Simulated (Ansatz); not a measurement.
**Rh (diamond type): how the settings move a single-point run**

Question: which choices in the input matter for Rh (diamond type)?

Method: reference: DFT, PBE, all-electron PAW with datasets made for the crystal, scalar-relativistic, in Ansatz 0.2.0.

2 further runs of the same task are left out: 2 that didn't finish.

## Step 1: The system as given

The structure is cubic, space group Fd-3m (No. 227). Conventional cell: a = 5.512 Å, b = 5.512 Å, c = 5.512 Å, α = 90.00°, β = 90.00°, γ = 90.00°. Around Rh (site symmetry -43m) lie 4 Rh at 2.39 Å.

Coordinates:

```
CELL_PARAMETERS angstrom
0.00000 2.75624 2.75624
2.75624 0.00000 2.75624
2.75624 2.75624 0.00000
ATOMIC_POSITIONS crystal
Rh 0.87500 0.87500 0.87500
Rh 0.12500 0.12500 0.12500
```

## Step 2: Baseline

Contents of input.yaml:

```yaml
crystal:
  lattice:
    - [0.0, 2.756244171, 2.756244171]
    - [2.756244171, 0.0, 2.756244171]
    - [2.756244171, 2.756244171, 0.0]
  atoms:
    - { symbol: Rh, position: [-0.125, -0.125, -0.125] }
    - { symbol: Rh, position: [0.125, 0.125, 0.125] }
kpoints:
  mp_grid: { grid: [13, 13, 13] }
scf:
  occupations: { method: fermi_dirac, width: 0.05 }
hamiltonian:
  xc: pbe
  pseudopotentials: { kind: all_electron, datasets: crystal }
output:
  forces: true
  stress: true
  eigenvalues: true
```

Run with:

```
> ansatz run input.yaml --threads 1 --pin off --max-ram 2048MiB --backend cpu --events-out ev --progress --plain --runs-dir out
```

From the output:

```text
[...]
Basis set: ecut = 400 eV, 749 PW (Γ), exchange–correlation on 54×54×54 points (8 copies of the dense FFT grid, shifted against one another)
[...]
k-points: 84 of 2197
[...]
SCF iter   1: F=—  HF=-260372.970209 eV  |F-HF|=—  |Δ(HF+E_count)|=         —  Δρ=8.79e-2  dr2=2.88e0  ethr=1.57e-2  ⟨swp⟩=2.2  Hψ=5968  notcnv=0
preconditioner: auto → Kerker (q_TF=auto, 2.370 Å⁻¹)  [metal: Δε(μ)=0.026 eV  Ē_g=5.766 eV  σ=0.050 eV  W_gap=0.13  n_scr=14 (ndim 8)  ℏωp=24.3 eV  f_vac=0.000  D(μ)=3.10/eV (n_scr^D=26)]
SCF iter   2: F=—  HF=-260372.463700 eV  |F-HF|=—  |Δ(HF+E_count)|=   5.07e-1  Δρ=3.23e-2  dr2=3.66e-1  ethr=1.57e-2  ⟨swp⟩=2.0  Hψ=2184  notcnv=0
[...]
SCF iter   8: F=—  HF=-260372.383819 eV  |F-HF|=—  |Δ(HF+E_count)|=   2.76e-7  Δρ=1.67e-5  dr2=8.53e-8  ethr=3.33e-9  ⟨swp⟩=3.0  Hψ=2695  notcnv=0  defer=1
SCF iter   9: F=-260372.383819 eV  HF=-260372.383819 eV  |F-HF|=2.33e-9  |Δ(HF+E_count)|=   1.51e-8  Δρ=3.55e-6  dr2=7.02e-9  ethr=4.74e-10  ⟨swp⟩=3.0  Hψ=2316  notcnv=0
[...]
SCF converged after 9 iterations
Free energy (F): -260372.383819 eV
[...]
E sigma→0 (E₀):  -260372.369703 eV
[...]
Fermi energy:    14.685412 eV
[...]
  P = ⅓ Tr σ = 0.0376 GPa (0.376 kbar)
[...]
```

Wall time 8.9 s (1 thread of Arm Neoverse V2, shared host); peak memory 0.51 GiB.

## Step 3: Changed: xc r2scan

Edit input.yaml of step 2 so:

```diff
@@ -13,3 +13,3 @@
 hamiltonian:
-  xc: pbe
+  xc: r2scan
   pseudopotentials: { kind: all_electron, datasets: crystal }
```

Run with:

```
> ansatz run input.yaml --threads 1 --pin off --max-ram 2048MiB --backend cpu --events-out ev --progress --plain --runs-dir out
```

What it wrote (excerpt; [...] marks lines left out):

```text
[...]
Pseudopotentials: kind: all_electron
Pseudopotential: Rh, paw, valence charge 17, recommended cutoff 360 eV (normal), Koelling and Harmon's equation, gaussian nucleus
Functional definition: r2SCAN
[...]
Crystal: 2 atoms, lattice volume = 41.878 Å³
Basis set: ecut = 360 eV, 645 PW (Γ), exchange–correlation on 96×96×96 points (27 copies of the dense FFT grid, shifted against one another)
Bands: 21, of which v1, the nominal top of the filled ones, is band 17 counted from 1 (16 counted from 0)
Symmetry: 48 space group operations
Space group: Fd-3m (ITA 227), of the structure as read, at distance tolerance 3.5e-5 Å
k-points: 84 of 2197
[...]
SCF iter   1: F=—  HF=-260409.717988 eV  |F-HF|=—  |Δ(HF+E_count)|=         —  Δρ=7.01e-2  dr2=1.81e0  dr2_τ=1.77e-2  ethr=5.23e-3  ⟨swp⟩=2.4  Hψ=8461  notcnv=0
[...]
SCF iter  10: F=-260409.532420 eV  HF=-260409.532420 eV  |F-HF|=2.27e-9  |Δ(HF+E_count)|=   1.15e-7  Δρ=6.67e-6  dr2=1.66e-8  dr2_τ=3.86e-10  ethr=5.89e-10  ⟨swp⟩=3.0  Hψ=3633  notcnv=0  defer=2
[...]
SCF converged after 10 iterations
Free energy (F): -260409.532418 eV
[...]
E sigma→0 (E₀):  -260409.518705 eV
Entropy (-TS):   -0.027425 eV (-13.712 meV/atom)
Past the cutoff: the bands carry plane waves up to 2.50 times it, of which those up to 1.5 times it add -0.000530 eV an atom, each by itself; the spheres take 0.000980 eV an atom off the energy for waves past 2.50 times it
Past the cutoffs: a stress includes 0.0093 GPa for waves and charges beyond them, in addition to the slope of what the spheres take
In the spheres:  the bands' charges fall short by 1.6e-6 e at most (sound up to 1e-3)
Fermi energy:    14.585248 eV
[...]
  The terms above E_closure are by the made datasets' own strengths, without shells solved beside the bands.
--- Forces (eV/Å), atoms counted from 1 ---
  atom   1  Rh    -0.00000000     0.00000000    -0.00000000
  atom   2  Rh    -0.00000000     0.00000000     0.00000000
[...]
--- Stress (GPa, compression-positive) ---
       -3.807771      -0.000000      -0.000000
       -0.000000      -3.807771       0.000000
       -0.000000      -0.000000      -3.807771
  P = ⅓ Tr σ = -3.8078 GPa (-38.078 kbar)
--- Band table (eV; the first three rows and the last of 84) ---
  k-point 0: bands = ["-66.7580", "-66.4193", "-34.0140", "-34.0140", "-34.0140", "-33.3620", "-33.3620", "-33.3620", "8.8647", "10.1243", "10.1243", "10.4988", "10.4988", "10.4988", "13.1183", "13.1183", "13.1183", "14.8861", "14.8861", "27.6865"]
[...]
```

Wall time 22 s (1 thread of Arm Neoverse V2, shared host); peak memory 0.68 GiB.

Total energies don't compare across a change of functional; the pressure goes from 0.0 to -3.8 GPa. At this fixed cell a lower pressure means that this functional prefers a smaller volume than the reference. Cost: 10 SCF cycles against 9, 22 s against 8.9 s.

## Step 4: Comparison

```
         run     ending   energy change  pressure (GPa)  gap (eV)  force (eV/Å)  cycles   time
   reference  converged               -             0.0      0.00          0.00       9  8.9 s
1: xc r2scan  converged  not comparable            -3.8      0.00          0.00      10   22 s
```

Residual by cycle in the longest SCF loop of each run; runs are numbered as in the table. The quantity is the density residual dr2, in eV.

```
cycle  reference    run 1
    1       2.88     1.81
    2      0.366    0.254
    3     0.0268   0.0198
    4    0.00104  0.00907
    5     7.2e-5  0.00231
    6     7.2e-6   3.3e-4
    7     6.0e-7   6.7e-5
    8     8.5e-8   3.5e-6
    9     7.0e-9   2.0e-7
   10          -   1.7e-8
```

A change of functional puts the total energy on another scale; the pressure goes from 0.0 to -3.8 GPa. At this fixed cell a lower pressure means that this functional prefers a smaller volume than the reference. Cost: 10 SCF cycles against 9, 22 s against 8.9 s.
